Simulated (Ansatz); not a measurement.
Input of an Ansatz 0.2.0 run:

Contents of input.yaml:

```yaml
crystal:
  lattice:
    - [2.4719999032, 0.0, 0.0]
    - [-1.2359999516, 2.1408147143, 0.0]
    - [0.0, 0.0, 4.02114408]
  atoms:
    - { symbol: Co, position: [0.6666666667, 0.3333333333, 0.75], spin: 2.0 }
    - { symbol: Co, position: [0.3333333333, 0.6666666667, 0.25], spin: 2.0 }
kpoints:
  mp_grid: { grid: [12, 12, 7] }
scf:
  occupations: { method: fermi_dirac, width: 0.05 }
hamiltonian:
  xc: revpbe
  dispersion: d3bj
  pseudopotentials: { kind: all_electron, lapw: { basis_error: 0.001 } }
magnetization:
  spin_polarized: true
output:
  forces: true
  stress: true
relax:
  f_tol: 0.01
  max_steps: 60
  cell: {}
```

Potentials or basis: all-electron LAPW, scalar-relativistic.

Command:

```console
$ ansatz run input.yaml --threads 2 --pin off --max-ram 6144MiB --backend cpu --events-out ev --progress --plain --runs-dir out
```

Task: Estimate the relaxed volume.

Result: 10.46 Å³/atom.

Task: Predict the relaxed cell.

Result: a = 2.465 Å, b = 2.465 Å, c = 3.977 Å, α = 90.00°, β = 90.00°, γ = 120.00°.

Task: What does it give for the net moment?

Result: 3.20 μB per cell.

Task: What does it give for the site moments?

Result: Co +1.66 μB.

The path:
```csv
step,energy change (eV),largest force (eV/Å),volume (Å³)
1,0.0000,0.0000,21.28
2,-0.0039,0.0000,21.10
3,-0.0053,0.0000,20.91
4,-0.0053,0.0000,20.92
5,-0.0053,0.0000,20.92
```
